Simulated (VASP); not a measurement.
Cu₂O in VASP 6.6.1, single-point calculation

INCAR

```
ISIF = 2
NBANDS = 37
ISMEAR = -1
PREC = Accurate
NSW = 0
EDIFF = 0.001
LREAL = .FALSE.
LWAVE = .FALSE.
LASPH = .TRUE.
GGA = PE
ENCUT = 520
SIGMA = 0.02
IBRION = -1
NELM = 120
LCHARG = .FALSE.
```

KPOINTS

```
KPOINTS created by Atomic Simulation Environment
0
Gamma
6 6 6
0 0 0
```

POSCAR

```
Cu O
 1.0000000000000000
     4.1186978891999999    0.0000000000000000    0.0000000000000000
     0.0000000000000000    4.1186978891999999    0.0000000000000000
     0.0000000000000000    0.0000000000000000    4.1186978891999999
 Cu  O
   4   2
Cartesian
  1.0296744723000000  1.0296744723000000  3.0890234169000004
  3.0890234169000004  1.0296744723000000  1.0296744723000000
  1.0296744723000000  3.0890234169000004  1.0296744723000000
  3.0890234169000004  3.0890234169000004  3.0890234169000004
  2.0593489446000000  2.0593489446000000  2.0593489446000000
  0.0000000000000000  0.0000000000000000  0.0000000000000000
```

The recommended PBE PAW datasets give the neutral cell 56 valence electrons.

Command

```
mpirun -np 1 vasp_std
```

OSZICAR

```
N       E                     dE             d eps       ncg     rms          rms(c)
DAV:   1     0.551174403919E+03    0.55117E+03   -0.25113E+04  1480   0.249E+03
DAV:   2     0.621881894308E+02   -0.48899E+03   -0.46382E+03  1490   0.465E+02
DAV:   3    -0.274577297967E+02   -0.89646E+02   -0.85359E+02  1786   0.220E+02
DAV:   4    -0.330411518375E+02   -0.55834E+01   -0.55075E+01  2097   0.621E+01
DAV:   5    -0.331046241294E+02   -0.63472E-01   -0.63441E-01  1965   0.753E+00    0.191E+01
DAV:   6    -0.295656208369E+02    0.35390E+01   -0.50681E+01  1940   0.137E+02    0.115E+01
DAV:   7    -0.266812241555E+02    0.28844E+01   -0.13386E+01  1920   0.841E+01    0.308E+00
DAV:   8    -0.267384509106E+02   -0.57227E-01   -0.12398E+00  1766   0.648E+00    0.174E+00
DAV:   9    -0.267129981283E+02    0.25453E-01   -0.56825E-02  2035   0.345E+00    0.513E-01
DAV:  10    -0.267088484658E+02    0.41497E-02   -0.24956E-02  1997   0.222E+00    0.248E-01
DAV:  11    -0.267080520473E+02    0.79642E-03   -0.49942E-03  1612   0.868E-01
   1 F= -.26708052E+02 E0= -.26708052E+02  d E =-.488408E-10
```

From OUTCAR

```
k-points           NKPTS =     20   k-points in BZ     NKDIM =     20   number of bands    NBANDS=     37

   NELECT =      56.0000    total number of electrons

   dimension x,y,z NGX =    32 NGY =   32 NGZ =   32
   dimension x,y,z NGXF=    64 NGYF=   64 NGZF=   64

  energy-cutoff  :      520.00
  volume of cell :       69.87
      direct lattice vectors                 reciprocal lattice vectors
     4.118697889  0.000000000  0.000000000     0.242795181  0.000000000  0.000000000
     0.000000000  4.118697889  0.000000000     0.000000000  0.242795181  0.000000000
     0.000000000  0.000000000  4.118697889     0.000000000  0.000000000  0.242795181

 k-points in reciprocal lattice and weights: KPOINTS created by Atomic Simulation Env
   0.00000000  0.00000000  0.00000000       0.005
   0.16666667  0.00000000  0.00000000       0.028
   0.33333333  0.00000000  0.00000000       0.028
   0.50000000  0.00000000  0.00000000       0.014
   0.16666667  0.16666667  0.00000000       0.056
   0.33333333  0.16666667  0.00000000       0.111
   0.50000000  0.16666667  0.00000000       0.056
   0.33333333  0.33333333  0.00000000       0.056
   ...

 E-fermi :   6.4004

 k-point     1 :       0.0000    0.0000    0.0000
  band No.  band energies     occupation
      1     -15.0872      2.00000
      2     -14.1308      2.00000
      3      -2.1997      2.00000
      4      -2.1997      2.00000
      5      -2.1997      2.00000
      6       0.4328      2.00000
      7       0.5691      2.00000
      8       0.5691      2.00000
      9       0.5691      2.00000
     10       2.4180      2.00000
     11       2.4180      2.00000
     12       2.5741      2.00000
     13       2.5741      2.00000
     14       2.5741      2.00000
     15       3.6131      2.00000
     16       3.6131      2.00000
     17       3.7486      2.00000
     18       3.7486      2.00000
     19       3.7486      2.00000
     20       3.9160      2.00000
     21       3.9160      2.00000
     22       3.9160      2.00000
     23       4.1445      2.00000
     24       4.1445      2.00000
     25       4.1445      2.00000
     26       5.9742      2.00000
     27       5.9742      2.00000
     28       5.9742      2.00000
     29       6.7663      0.00000
     30       6.8638      0.00000
     31       6.8638      0.00000
     32      14.5447      0.00000
     33      14.5447      0.00000
     34      14.5447      0.00000
     35      15.6228      0.00000
     36      15.6228      0.00000
     37      15.6228      0.00000

 ...

  Total        9.7158339      9.7158339      9.7158339     -0.0000000      0.0000000     -0.0000000
  in kB      222.7977766    222.7977766    222.7977766     -0.0000000      0.0000000     -0.0000000
  external PRESSURE =     222.7977766 kB  Pullay stress =       0.0000000 kB

 POSITION                                       TOTAL-FORCE (eV/Angst)
 -----------------------------------------------------------------------------------
      1.02967      1.02967      3.08902         0.000000      0.000000     -0.000000
      3.08902      1.02967      1.02967        -0.000000     -0.000000     -0.000000
      1.02967      3.08902      1.02967         0.000000     -0.000000      0.000000
      3.08902      3.08902      3.08902        -0.000000      0.000000      0.000000
      2.05935      2.05935      2.05935        -0.000000     -0.000000      0.000000
      0.00000      0.00000      0.00000        -0.000000     -0.000000      0.000000
 -----------------------------------------------------------------------------------
    total drift:                               -0.000000      0.000000     -0.000000

  FREE ENERGIE OF THE ION-ELECTRON SYSTEM (eV)
  ---------------------------------------------------
  free  energy   TOTEN  =       -26.7080520473 eV

  energy  without entropy=      -26.7080520472  energy(sigma->0) =      -26.70805205
```

It converged. Results: gap between bands v and c on the k mesh 0.79 eV; least direct gap on the k mesh 0.79 eV; pressure 22.3 GPa. Band v is the last that the valence electrons fill when counted band by band, and c is the next.

These settings aren't sound, so the numbers aren't properties of the crystal.

On sound settings PBE gives a gap of 0.79 eV on its mesh and a pressure of 20.6 GPa for the intended cell.

The run took about 42 s on one core of a shared host (Intel Xeon Platinum 8488C) and held 0.19 GiB at most.
